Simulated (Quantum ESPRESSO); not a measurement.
# CuO (Tenorite) (C2/c) in Quantum ESPRESSO: further runs

One crystal, CuO (Tenorite), is run at these levels: PBEsol, LDA, r2SCAN; tasks: band structure.

All numbers are computed with Quantum ESPRESSO 7.5; they aren't measurements. Logs are shortened: lines on timing, memory, paths and dates and some standing lists are left out, and cuts for length are marked.

## (1) The crystal as given

Symmetry: C2/c, No. 15, monoclinic system. Conventional cell: a = 4.684 Å, b = 3.423 Å, c = 5.129 Å, α = 90.00°, β = 99.54°, γ = 90.00°. Cu (site symmetry -1) has 4 O at 1.95 to 1.96 Å as nearest neighbours. Around O (site symmetry 2) lie 4 Cu at 1.95 to 1.96 Å.

## (2) Band structure, PBEsol

Input file pw.in:

```
&CONTROL
  calculation = 'scf'
  prefix = 'pwscf'
  outdir = './tmp'
  pseudo_dir = './pseudo'
  tprnfor = .true.
  tstress = .true.
  disk_io = 'low'
/
&SYSTEM
  ibrav = 0
  celldm(1) = 8
  nat = 4
  ntyp = 2
  ecutwfc = 56
  ecutrho = 448
  nbnd = 34
  occupations = 'smearing'
  smearing = 'fd'
  degauss = 0.00367493
/
&ELECTRONS
  conv_thr = 8d-10
  electron_maxstep = 120
  mixing_beta = 0.5
/
ATOMIC_SPECIES
Cu    63.5460 cu_pbesol_v1.2.uspp.F.UPF
O     15.9990 o_pbesol_v1.2.uspp.F.UPF
CELL_PARAMETERS alat
  0.5531818906194  -0.4042360396340   0.0000000000000
  0.5531818906194   0.4042360396340   0.0000000000000
 -0.2007898793840   0.0000000000000   1.1947484912637
ATOMIC_POSITIONS crystal
Cu     0.5000000000    0.0000000000    0.5000000000
Cu     0.0000000000    0.5000000000    0.0000000000
O      0.4184000000    0.5816000000    0.7500000000
O      0.5816000000    0.4184000000    0.2500000000
K_POINTS automatic
10 10 5 0 0 0
```

Input file bands.in:

```
&CONTROL
  calculation = 'bands'
  prefix = 'pwscf'
  outdir = './tmp'
  pseudo_dir = './pseudo'
  disk_io = 'low'
  verbosity = 'high'
/
&SYSTEM
  ibrav = 0
  celldm(1) = 8
  nat = 4
  ntyp = 2
  ecutwfc = 56
  ecutrho = 448
  nbnd = 34
  occupations = 'smearing'
  smearing = 'fd'
  degauss = 0.00367493
/
&ELECTRONS
  conv_thr = 1d-08
  electron_maxstep = 120
  mixing_beta = 0.5
  diago_full_acc = .true.
  startingwfc = 'random'
/
ATOMIC_SPECIES
Cu    63.5460 cu_pbesol_v1.2.uspp.F.UPF
O     15.9990 o_pbesol_v1.2.uspp.F.UPF
CELL_PARAMETERS alat
  0.5531818906194  -0.4042360396340   0.0000000000000
  0.5531818906194   0.4042360396340   0.0000000000000
 -0.2007898793840   0.0000000000000   1.1947484912637
ATOMIC_POSITIONS crystal
Cu     0.5000000000    0.0000000000    0.5000000000
Cu     0.0000000000    0.5000000000    0.0000000000
O      0.4184000000    0.5816000000    0.7500000000
O      0.5816000000    0.4184000000    0.2500000000
K_POINTS crystal
60
 0.0000000000  0.0000000000  0.0000000000 1
-0.0625000000 -0.0625000000  0.0000000000 1
-0.1250000000 -0.1250000000  0.0000000000 1
-0.1875000000 -0.1875000000  0.0000000000 1
-0.2500000000 -0.2500000000  0.0000000000 1
-0.3125000000 -0.3125000000  0.0000000000 1
-0.3750000000 -0.3750000000  0.0000000000 1
-0.4375000000 -0.4375000000  0.0000000000 1
-0.5000000000 -0.5000000000  0.0000000000 1
-0.5123923851 -0.5123923851  0.1637549418 1
-0.5247847702 -0.5247847702  0.3275098836 1
-0.5000000000 -0.5000000000  0.5000000000 1
-0.5667537928 -0.4332462072  0.5000000000 1
-0.6335075857 -0.3664924143  0.5000000000 1
-0.3664924143  0.3664924143  0.5000000000 1
-0.3206808625  0.3206808625  0.5000000000 1
-0.2748693107  0.2748693107  0.5000000000 1
-0.2290577589  0.2290577589  0.5000000000 1
-0.1832462072  0.1832462072  0.5000000000 1
-0.1374346554  0.1374346554  0.5000000000 1
-0.0916231036  0.0916231036  0.5000000000 1
-0.0458115518  0.0458115518  0.5000000000 1
 0.0000000000  0.0000000000  0.5000000000 1
-0.0594019037 -0.0594019037  0.5215612645 1
-0.1188038075 -0.1188038075  0.5431225291 1
-0.1782057112 -0.1782057112  0.5646837936 1
-0.2376076149 -0.2376076149  0.5862450582 1
-0.2970095186 -0.2970095186  0.6078063227 1
-0.3564114224 -0.3564114224  0.6293675873 1
-0.4158133261 -0.4158133261  0.6509288518 1
-0.4752152298 -0.4752152298  0.6724901164 1
-0.5000000000 -0.5000000000  0.0000000000 1
-0.5563658165 -0.4436341835  0.0000000000 1
-0.6127316330 -0.3872683670  0.0000000000 1
-0.3872683670  0.3872683670  0.0000000000 1
-0.3442385485  0.3442385485  0.0000000000 1
-0.3012087299  0.3012087299  0.0000000000 1
-0.2581789113  0.2581789113  0.0000000000 1
-0.2151490928  0.2151490928  0.0000000000 1
-0.1721192742  0.1721192742  0.0000000000 1
-0.1290894557  0.1290894557  0.0000000000 1
-0.0860596371  0.0860596371  0.0000000000 1
-0.0430298186  0.0430298186  0.0000000000 1
 0.0000000000  0.0000000000  0.0000000000 1
-0.0714285714  0.0000000000  0.0000000000 1
-0.1428571429  0.0000000000  0.0000000000 1
-0.2142857143  0.0000000000  0.0000000000 1
-0.2857142857  0.0000000000  0.0000000000 1
-0.3571428571  0.0000000000  0.0000000000 1
-0.4285714286  0.0000000000  0.0000000000 1
-0.5000000000  0.0000000000  0.0000000000 1
-0.5000000000  0.0000000000  0.5000000000 1
-0.4375000000  0.0000000000  0.4375000000 1
-0.3750000000  0.0000000000  0.3750000000 1
-0.3125000000  0.0000000000  0.3125000000 1
-0.2500000000  0.0000000000  0.2500000000 1
-0.1875000000  0.0000000000  0.1875000000 1
-0.1250000000  0.0000000000  0.1250000000 1
-0.0625000000  0.0000000000  0.0625000000 1
 0.0000000000  0.0000000000  0.0000000000 1
```

Potentials or basis: GBRV 1.5 PBEsol.

Started as:

```bash
> OMP_NUM_THREADS=1 mpirun -n 2 pw.x -nk 2 -in pw.in > pw.out
> OMP_NUM_THREADS=1 mpirun -n 2 pw.x -nk 2 -in bands.in > bands.out
```

pw.out:

```text
This program is part of the open-source Quantum ESPRESSO suite
     for quantum simulation of materials; please cite
[... 13 lines left out ...]
     --------------------
     sticks:   dense  smooth     PW     G-vecs:    dense   smooth      PW
     Sum        1021     515    163                43821    15447    2735

     Using Slab Decomposition

     bravais-lattice index     =            0
     lattice parameter (alat)  =       8.0000  a.u.
     unit-cell volume          =     273.5769 (a.u.)^3
     number of atoms/cell      =            4
     number of atomic types    =            2
     number of electrons       =        50.00
     number of Kohn-Sham states=           34
     kinetic-energy cutoff     =      56.0000  Ry
     charge density cutoff     =     448.0000  Ry
     scf convergence threshold =      8.0E-10
     mixing beta               =       0.5000
     number of iterations used =            8  plain     mixing
     Exchange-correlation= SLA  PW   PSX  PSC
                           (   1   4  10   8   0   0   0)

     celldm(1)=   8.000000  celldm(2)=   0.000000  celldm(3)=   0.000000
     celldm(4)=   0.000000  celldm(5)=   0.000000  celldm(6)=   0.000000

     crystal axes: (cart. coord. in units of alat)
               a(1) = (   0.553182  -0.404236   0.000000 )
               a(2) = (   0.553182   0.404236   0.000000 )
               a(3) = (  -0.200790   0.000000   1.194748 )

     reciprocal axes: (cart. coord. in units 2 pi/alat)
               b(1) = (  0.903862 -1.236901  0.151903 )
               b(2) = (  0.903862  1.236901  0.151903 )
               b(3) = ( -0.000000  0.000000  0.836996 )

     PseudoPot. # 1 for Cu read from file:
     cu_pbesol_v1.2.uspp.F.UPF
     Pseudo is Ultrasoft + core correction, Zval = 19.0
     Generated by new atomic code, or converted to UPF format
     Using radial grid of  867 points,  6 beta functions with:
                l(1) =   0
                l(2) =   0
                l(3) =   1
                l(4) =   1
                l(5) =   2
                l(6) =   2
     Q(r) pseudized with  8 coefficients,  rinner =    1.150   1.150   1.150
                                                       1.150   1.150

     PseudoPot. # 2 for O  read from file:
     o_pbesol_v1.2.uspp.F.UPF
     Pseudo is Ultrasoft + core correction, Zval =  6.0
     Generated by new atomic code, or converted to UPF format
     Using radial grid of  737 points,  5 beta functions with:
                l(1) =   0
                l(2) =   0
                l(3) =   1
                l(4) =   1
                l(5) =   2
     Q(r) pseudized with  8 coefficients,  rinner =    0.900   0.900   0.900
                                                       0.900   0.900

     atomic species   valence    mass     pseudopotential
     Cu               19.00    63.54600     Cu( 1.00)
     O                 6.00    15.99900     O ( 1.00)

      4 Sym. Ops., with inversion, found ( 2 have fractional translation)

   Cartesian axes

     site n.     atom                  positions (alat units)
         1        Cu     tau(   1) = (   0.1761960  -0.2021180   0.5973742  )
         2        Cu     tau(   2) = (   0.2765909   0.2021180   0.0000000  )
         3        O      tau(   3) = (   0.4025895   0.0659713   0.8960614  )
         4        O      tau(   4) = (   0.5029844  -0.0659713   0.2986871  )

     number of k points=   141  Fermi-Dirac smearing, width (Ry)=  0.0037

     Number of k-points >= 100: set verbosity='high' to print them.

     Dense  grid:    43821 G-vectors     FFT dimensions: (  40,  40,  72)

     Smooth grid:    15447 G-vectors     FFT dimensions: (  27,  27,  48)

     Check: negative core charge=   -0.000002

     Initial potential from superposition of free atoms

     starting charge      48.0000, renormalised to      50.0000
     Starting wfcs are   34 randomized atomic wfcs

     Self-consistent Calculation

     iteration #  1     ecut=    56.00 Ry     beta= 0.50
     Davidson diagonalization with overlap
     ethr =  1.00E-02,  avg # of iterations =  4.3

     total energy              =    -868.81713688 Ry
     estimated scf accuracy    <       4.77520053 Ry

     iteration #  2     ecut=    56.00 Ry     beta= 0.50
     Davidson diagonalization with overlap
     ethr =  9.55E-03,  avg # of iterations =  3.0

     total energy              =    -870.42508546 Ry
     estimated scf accuracy    <       8.79333415 Ry

     iteration #  3     ecut=    56.00 Ry     beta= 0.50
     Davidson diagonalization with overlap
     ethr =  9.55E-03,  avg # of iterations =  2.0

     total energy              =    -871.32438991 Ry
     estimated scf accuracy    <       0.28169754 Ry

     iteration #  4     ecut=    56.00 Ry     beta= 0.50
     Davidson diagonalization with overlap
     ethr =  5.63E-04,  avg # of iterations =  2.1

     total energy              =    -871.35215385 Ry
     estimated scf accuracy    <       0.02563957 Ry

     iteration #  5     ecut=    56.00 Ry     beta= 0.50
     Davidson diagonalization with overlap
     ethr =  5.13E-05,  avg # of iterations =  3.3

     total energy              =    -871.35770141 Ry
     estimated scf accuracy    <       0.00403691 Ry

     iteration #  6     ecut=    56.00 Ry     beta= 0.50
     Davidson diagonalization with overlap
     ethr =  8.07E-06,  avg # of iterations =  3.0

     total energy              =    -871.35818939 Ry
     estimated scf accuracy    <       0.00020841 Ry

     iteration #  7     ecut=    56.00 Ry     beta= 0.50
     Davidson diagonalization with overlap
     ethr =  4.17E-07,  avg # of iterations =  2.6

     total energy              =    -871.35814861 Ry
     estimated scf accuracy    <       0.00015665 Ry

     iteration #  8     ecut=    56.00 Ry     beta= 0.50
     Davidson diagonalization with overlap
     ethr =  3.13E-07,  avg # of iterations =  2.0

     total energy              =    -871.35818695 Ry
     estimated scf accuracy    <       0.00002485 Ry

     iteration #  9     ecut=    56.00 Ry     beta= 0.50
     Davidson diagonalization with overlap
     ethr =  4.97E-08,  avg # of iterations =  1.1

     total energy              =    -871.35818881 Ry
     estimated scf accuracy    <       0.00000160 Ry

     iteration # 10     ecut=    56.00 Ry     beta= 0.50
     Davidson diagonalization with overlap
     ethr =  3.20E-09,  avg # of iterations =  2.0

     total energy              =    -871.35818894 Ry
     estimated scf accuracy    <       0.00000012 Ry

     iteration # 11     ecut=    56.00 Ry     beta= 0.50
     Davidson diagonalization with overlap
     ethr =  2.47E-10,  avg # of iterations =  2.0

     total energy              =    -871.35818897 Ry
     estimated scf accuracy    <          5.5E-09 Ry

     iteration # 12     ecut=    56.00 Ry     beta= 0.50
     Davidson diagonalization with overlap
     ethr =  1.09E-11,  avg # of iterations =  2.0

     End of self-consistent calculation

     Number of k-points >= 100: set verbosity='high' to print the bands.

     the Fermi energy is    11.7188 ev

!    total energy              =    -871.35818897 Ry
     estimated scf accuracy    <          4.0E-10 Ry
     smearing contrib. (-TS)   =      -0.00140578 Ry
     internal energy E=F+TS    =    -871.35678319 Ry

     The total energy is F=E-TS. E is the sum of the following terms:
     one-electron contribution =    -619.82150221 Ry
     hartree contribution      =     336.64989912 Ry
     xc contribution           =     -91.01624710 Ry
     ewald contribution        =    -497.16893300 Ry

     convergence has been achieved in  12 iterations

     Forces acting on atoms (cartesian axes, Ry/au):

     atom    1 type  1   force =    -0.00000000   -0.00000000   -0.00000000
     atom    2 type  1   force =     0.00000000    0.00000000    0.00000000
     atom    3 type  2   force =     0.00000000   -0.01314719    0.00000000
     atom    4 type  2   force =    -0.00000000    0.01314719    0.00000000

     Total force =     0.018593     Total SCF correction =     0.000004

     Computing stress (Cartesian axis) and pressure

          total   stress  (Ry/bohr**3)                   (kbar)     P=      -22.21
  -0.00018365  -0.00000000  -0.00004904          -27.02       -0.00       -7.21
  -0.00000000  -0.00000237  -0.00000000           -0.00       -0.35       -0.00
  -0.00004904   0.00000000  -0.00026701           -7.21        0.00      -39.28

=------------------------------------------------------------------------------=
   JOB DONE.
=------------------------------------------------------------------------------=
```

It took 1.9 min on 2 MPI ranks of Arm Neoverse V2, shared host; peak memory 0.44 GiB.

What came out:

- Free energy: -11855.4321 eV
- Pressure: -2.2 GPa
- Largest force: 0.338 eV/Å
- Band gap on the k mesh: none (metal or under the smearing width)

Forces in eV/Å, atoms in the order of the input:
```
Cu   0.000  0.000  0.000
Cu   0.000  0.000  0.000
O    0.000 -0.338  0.000
O    0.000  0.338  0.000
```

Levels at the corners of the path, in eV from the Fermi level:
| point | band 21 | band 22 | band 23 | band 24 | band 25 | band 26 | band 27 | band 28 | band 29 | band 30 |
| --- | --- | --- | --- | --- | --- | --- | --- | --- | --- | --- |
| Γ | -2.43 | -2.26 | -2.20 | -1.70 | 0.21 | 0.95 | 1.60 | 5.82 | 8.04 | 13.15 |
| Y | -2.18 | -2.17 | -1.65 | -1.25 | -0.68 | 1.08 | 3.13 | 6.92 | 8.32 | 9.89 |
| F | -1.95 | -1.88 | -1.36 | -1.35 | -0.67 | 0.19 | 4.04 | 5.97 | 8.53 | 9.38 |
| L | -1.70 | -1.70 | -1.34 | -1.34 | -0.41 | -0.41 | 5.02 | 5.02 | 8.86 | 8.86 |
| I | -1.85 | -1.85 | -1.53 | -1.53 | -0.29 | -0.29 | 5.67 | 5.67 | 8.95 | 8.95 |
| I1 | -1.85 | -1.85 | -1.53 | -1.53 | -0.29 | -0.29 | 5.67 | 5.67 | 8.95 | 8.95 |
| Z | -2.27 | -2.27 | -1.56 | -1.56 | 0.24 | 0.24 | 3.81 | 3.81 | 11.49 | 11.49 |
| F1 | -1.95 | -1.88 | -1.36 | -1.35 | -0.67 | 0.19 | 4.04 | 5.97 | 8.53 | 9.38 |
| Y | -2.18 | -2.17 | -1.65 | -1.25 | -0.68 | 1.08 | 3.13 | 6.92 | 8.32 | 9.89 |
| X1 | -2.12 | -2.05 | -1.42 | -1.34 | -1.33 | 0.90 | 4.69 | 7.01 | 7.52 | 9.73 |
| X | -2.12 | -2.05 | -1.42 | -1.34 | -1.33 | 0.90 | 4.69 | 7.01 | 7.52 | 9.73 |
| Γ | -2.43 | -2.26 | -2.20 | -1.70 | 0.21 | 0.95 | 1.60 | 5.82 | 8.04 | 13.15 |
| N | -2.09 | -1.64 | -1.56 | -1.44 | 0.00 | 0.26 | 4.67 | 6.12 | 6.83 | 10.93 |
| M | -2.24 | -2.18 | -1.75 | -1.64 | -0.09 | 0.75 | 4.93 | 6.41 | 7.84 | 8.43 |
| Γ | -2.43 | -2.26 | -2.20 | -1.70 | 0.21 | 0.95 | 1.60 | 5.82 | 8.04 | 13.15 |

Caveat: the run has no spin polarisation, though such a crystal can be magnetic; semilocal functionals often make such compounds metallic where correlation or magnetic order opens a gap, which also shifts bond lengths.

(Part 1 of 2 ends here.)
